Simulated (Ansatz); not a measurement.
## B5P: competing structures

Level of theory: DFT PBE, scalar-relativistic, plane waves, PAW in Ansatz 0.2.0. Settings: cutoff 420 eV, Γ-centred meshes spaced at most about 0.3 Å⁻¹, and about 0.25 Å⁻¹ or finer for metals (2π included), Gaussian smearing. No spin polarisation.

Formation energies are uncorrected and refer to the elements' standard structures at the same level. The references include black phosphorus.

Temperature and zero-point effects are left out. Larger cells and other orderings weren't all tried, so the list isn't exhaustive. Weakly bound directions are ill-defined at this level, which has no dispersion term (P3m1), and this can change margins and order among such cells. Kohn–Sham gaps at this level usually fall short of measured ones. The reference form of P is held partly by dispersion forces, which this level lacks.

Invented guesses were relaxed alike, and ends that match in structure were merged. ΔE counts from the first row. Coordination counts B atoms around P (those within 1.25 times the shortest such distance or 1.15 times the sum of covalent radii). The ends were matched against large subsets of the Crystallography Open Database and the Materials Project, so a missing match doesn't prove that a structure is unreported.

```tsv
#	reached from	type and space group	atoms	Å³/atom	coordination	ΔE (meV/atom)	gap on mesh (eV)	in databases
1	a cell proposed by chemical analogy	P4mm (No. 99)	6	13.5	P 5	0	0.88	no match
2	a cell proposed by chemical analogy	C2/m (No. 12)	12	8.7	P 7	48	0.00	no match
3	random cell	P3m1 (No. 156)	6	9.9	P 3	215	0.00	no match
```

The lowest: Space group P4mm (No. 99), tetragonal, a = 4.279 Å, c = 4.416 Å. Around B on a site of symmetry 4mm lie 4 B at 1.70 Å and 1 P at 1.89 Å; B on a site of symmetry m is surrounded by 2 B at 1.67–1.70 Å, 2 B at 1.85 Å and 1 P at 1.94 Å; around P lie 5 B at 1.89–1.94 Å. Its energy over the elements is +0.103 eV/atom. It can't be a ground state, since the elements alone are lower. An observed structure of this formula, if there is one, may be missing.

```
B P
1.0
     4.27935    0.00000    0.00000
     0.00000    4.27935    0.00000
     0.00000    0.00000    4.41582
B P
5 1
Direct
  0.50000 0.50000 0.20927
  0.50000 0.19456 0.45500
  0.19456 0.50000 0.45500
  0.50000 0.80544 0.45500
  0.80544 0.50000 0.45500
  0.50000 0.50000 0.78073
```

The second: Space group C2/m (No. 12), monoclinic, a = 8.474 Å, b = 5.937 Å, c = 5.101 Å, β = 125.6°. Around B on a site of symmetry 1 lie 4 B at 1.70–1.84 Å, 1 P at 1.97 Å and 1 P at 2.13 Å; B on a site of symmetry m has 5 B at 1.70–1.84 Å and 1 P at 2.13 Å; B on a second site of symmetry 1 has 4 B at 1.70–1.79 Å, 1 B at 2.01 Å and 1 P at 2.19 Å; P is surrounded by 2 B at 1.97 Å and 5 B at 2.13–2.19 Å. Counting B atoms around P, the first has P 5 and the second has P 7. The first holds B–B nets (shortest 1.67 Å); the second holds B–B bonds in all directions (shortest 1.70 Å). Cells relaxed within their symmetry can be saddle points. Some structure types and database cells were kept out of the candidates from the start, so a known form may be missing.

The P4mm cell is best read as a metal hexaboride framework with its metal site empty and one boron of each octahedron replaced by phosphorus. P caps the square base of a B5 pyramid and binds outward to the apex of the next cage. Its extra valence electrons supply what the metal would otherwise donate, so the closo cage and its external bonds are exactly filled. This accounts for the gap of 0.88 eV. The other two cells have the same electron count but no gap on the mesh, so composition alone doesn't open one; the match between count and connectivity does.

The empty cavities also explain the large volume of 13.5 Å³/atom. With C2/m at 8.7 Å³/atom and only 48 meV/atom higher, moderate compression would probably reverse their order. The positive formation energy suggests that electron-precise bonding doesn't offset the cost of this open framework. Since zinc-blende BP and the icosahedral subphosphide are known compounds, the driving force for decomposition is probably greater than the comparison with the elements indicates.
